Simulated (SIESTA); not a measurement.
FeO (Wuestite):

```
CELL_PARAMETERS angstrom
1.51882 0.87689 2.51958
-1.51882 0.87689 2.51958
0.00000 -1.75378 2.51958
ATOMIC_POSITIONS crystal
Fe 0.00000 0.00000 0.00000
O 0.50000 0.50000 0.50000
```

| Quantity | Value |
| --- | --- |
| Program | SIESTA 5.4.2 |
| Task | single point |
| Functional | PBEsol |
| Potentials or basis | PseudoDojo 0.4 standard (PBEsol files) |
| Basis | DZP (energy shift 0.003 Ry; two zetas on semicore shells) |
| Grid cutoff | 800 Ry |
| Energy shift | 0.003 Ry |
| k mesh | 11 × 11 × 11 |
| Occupations | fermi-dirac, width 0.05 eV |
| Spin | collinear spin, ferromagnetic start |
| Starting moments | [3.0, 0.0] μB |

On this cell: pressure -8.9 GPa; largest force under 0.003 eV/Å; net moment 4.00 μB per cell; site moments Fe +3.68; O +0.32 μB; band gap on the k mesh none (metal or under the smearing width).

The same run follows on a disturbed copy (atoms moved at random, drawn with an rms of 0.05 Å):

```
Fe O
1.0
     1.51882    0.87689    2.51958
    -1.51882    0.87689    2.51958
     0.00000   -1.75378    2.51958
Fe O
1 1
Direct
  0.00349 0.00059 0.00193
  0.48174 0.51863 0.48149
```

What does the disturbed cell give?

The energy (extrapolated to zero smearing) moves by +6.4 meV/atom; pressure -8.2 GPa; largest force 0.291 eV/Å; net moment 4.00 μB per cell; site moments Fe +3.68; O +0.32 μB; band gap on the k mesh none (metal or under the smearing width).

Forces on the atoms (eV/Å):
```
Fe  -0.187  0.102 -0.198
O    0.187 -0.102  0.198
```

Stress tensor (GPa, compression positive):
```
-7.44 -0.70  0.92
-0.70 -8.21 -0.53
 0.92 -0.53 -8.90
```

Caveats: short orbitals over semicore shells can move pressures by several GPa; the basis of atomic orbitals isn't converged, which shifts pressures, moduli and gaps; a cell with one magnetic atom can't hold antiferromagnetic order, which such compounds often take; semilocal functionals often make such compounds metallic where correlation or magnetic order opens a gap, which also shifts bond lengths.
